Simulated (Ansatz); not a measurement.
Runs of Ansatz 0.2.0 on BN. It takes space group P6_3mc (No. 186, hexagonal). Conventional cell: a = 2.554 Å, b = 2.554 Å, c = 4.227 Å, α = 90.00°, β = 90.00°, γ = 120.00°. N (site symmetry 3m) has 4 B at 1.57 to 1.58 Å as nearest neighbours. Around B (site symmetry 3m) lie 4 N at 1.57 to 1.58 Å. Measurements of this composition are mostly on another form, of space group No. 194.

| cell | gap on the mesh (eV) | pressure (GPa) |
| --- | --- | --- |
| relaxed to 30 GPa | 4.79 | 30.0 |
| relaxed to 10 GPa | (a) | 10.0 |
| relaxed to 20 GPa | 4.85 | 20.0 |
| relaxed to 5 GPa | 4.93 | 5.0 |
| relaxed | (b) | 0.0 |

Alike in all rows: task relaxation of cell and atoms; level PBEsol; potentials or basis all-electron LAPW, scalar-relativistic; no spin polarisation; k mesh 12 × 12 × 6; smearing fermi-dirac 0.05 eV; basis error allowed 0.002 eV/atom.

Fill in the values left out.

(a) 4.90; (b) 4.95.

A k mesh can miss the band edges.
